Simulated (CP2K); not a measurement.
The system is TiTe2.

```
CELL_PARAMETERS angstrom
3.77700 0.00000 0.00000
-1.88850 3.27098 0.00000
0.00000 0.00000 6.49800
ATOMIC_POSITIONS crystal
Te 0.33333 0.66667 0.73720
Te 0.66667 0.33333 0.26280
Ti 0.00000 0.00000 0.00000
```

Base run:

| Property | Result |
| --- | --- |
| Program | CP2K 2026.2 |
| Functional | PBE |
| Potentials or basis | GTH_POTENTIALS Te GTH-PBE-q6, Ti GTH-PBE-q12; DZVP-MOLOPT-SR-GTH basis |
| Density cutoff | 6123 eV |
| k mesh | 6 × 6 × 3 |
| Occupations | fermi-dirac, width 0.05 eV |
| Spin | no spin polarisation |

Its results: band gap on the k mesh none (metal or under the smearing width); largest force 0.026 eV/Å.

Q: The run is repeated on the same cell with these changes: hubbard terms from none to Ti d U = 8.0 eV. What comes out?

A: Band gap on the k mesh 0.15 eV, indirect (least direct gap 0.24 eV); largest force 0.012 eV/Å.

The U term pushes filled and empty states of the shell apart.

Caveats: the basis of atomic orbitals isn't converged, which shifts pressures, moduli and gaps; this program's U acts on Mulliken populations of all basis functions of the shell, so it isn't the U of plane-wave codes (some runs); energies scatter by some meV and the pressure isn't listed (some runs); spin-orbit coupling is left out, which moves the levels of the heavy elements (some runs); an odd mesh through Γ misses points on the zone boundary, where band edges often lie (some runs).
